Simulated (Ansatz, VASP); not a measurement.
# Y in VASP and in Ansatz

INCAR

```
PREC     = Accurate       # precision mode
ENCUT    = 600            # plane-wave cutoff, eV
EDIFF    = 1E-6           # SCF threshold, eV
ISMEAR   = -1             # smearing method
SIGMA    = 0.05           # smearing width, eV
LREAL    = F              # projectors in reciprocal space
LASPH    = T              # aspherical terms in the spheres
NELM     = 100            # most SCF steps
ALGO     = Normal         # electronic algorithm
ISIF     = 3              # what is computed and relaxed
LWAVE    = F              # write WAVECAR
LCHARG   = F              # write CHGCAR
GGA      = RP             # functional
IVDW     = 13             # dispersion correction
IBRION   = 2              # ionic algorithm
NSW      = 80             # ionic steps
EDIFFG   = -0.02          # ionic threshold
```

The input KPOINTS:

```
regular mesh
0
Gamma
  9 9 9
```

The input POSCAR:

```
Y
1.0
    0.0000000000      2.5519910612      2.5519910612
    2.5519910612      0.0000000000      2.5519910612
    2.5519910612      2.5519910612      0.0000000000
Y
1
Direct
    0.0000000000      0.0000000000      0.0000000000
```

File input.yaml:

```yaml
crystal:
  lattice:
    - [0.0, 2.5519910612, 2.5519910612]
    - [2.5519910612, 0.0, 2.5519910612]
    - [2.5519910612, 2.5519910612, 0.0]
  atoms:
    - { symbol: "Y", position: [0.0, 0.0, 0.0] }
kpoints:
  mp_grid: { grid: [9, 9, 9] }
scf:
  occupations: { method: fermi_dirac, width: 0.05 }
hamiltonian:
  xc: rpbe
  dispersion: d4
  pseudopotentials: { kind: all_electron, lapw: { basis_error: 0.001 } }
output:
  forces: true
  stress: true
relax:
  f_tol: 0.02
  max_steps: 60
  cell: {}
```

Alike in both runs: task relaxation of cell and atoms; functional RPBE; dispersion D4; k mesh 9 × 9 × 9; occupations fermi-dirac, width 0.05 eV; no spin polarisation.

|  | VASP | Ansatz |
| --- | --- | --- |
| version | VASP 6.6.1 | Ansatz 0.2.0 |
| potentials or method | VASP PAW PBE potentials, release 64 (Y_sv) | all-electron LAPW, scalar-relativistic |
| plane-wave cutoff (eV) | 600 | see its input |

|  | VASP | Ansatz | Ansatz less VASP |
| --- | --- | --- | --- |
| relaxed volume (Å³/atom) | 32.19 | 32.28 | +0.090 |
| relaxed cell length with the largest relative difference (Å) | 3.571 | 3.574 | +0.0033 |
| energy change over the relaxation (meV/atom) | -4 | -3 | +0.7 |

Ansatz ran all-electron here, so the differences hold the error of VASP's frozen core and of both bases.

Caveats: the PAW data sets were made with another functional, which shifts forces and pressure a little (VASP); pairwise dispersion overbinds metals, which lowers pressure and volume (VASP).
